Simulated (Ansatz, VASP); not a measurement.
**Two plane-wave programs on Ca**

```
Ca
1.0
     0.00000    2.84900    2.84900
     2.84900    0.00000    2.84900
     2.84900    2.84900    0.00000
Ca
1
Direct
  0.00000 0.00000 0.00000
```

Change from the starting cell: volume scaled by 1.06.

Alike in both runs: task single point; functional PBE; k mesh 8 × 8 × 8; occupations fermi-dirac, width 0.05 eV; no spin polarisation.

|  | VASP | Ansatz |
| --- | --- | --- |
| version | VASP 6.6.1 | Ansatz 0.2.0 |
| potentials or method | VASP PAW PBE potentials, release 64 (Ca_sv) | Ansatz PAW |
| plane-wave cutoff (eV) | 520 | 420 |
| valence electrons in the cell | 10 | 10 |

```csv
,VASP,Ansatz,Ansatz less VASP
gap on the k mesh at the Fermi level (eV),none,none,-
pressure (GPa),-1.4,-1.4,-0.01
```

A gap of «none» marks a metal or a gap that the smearing closes.
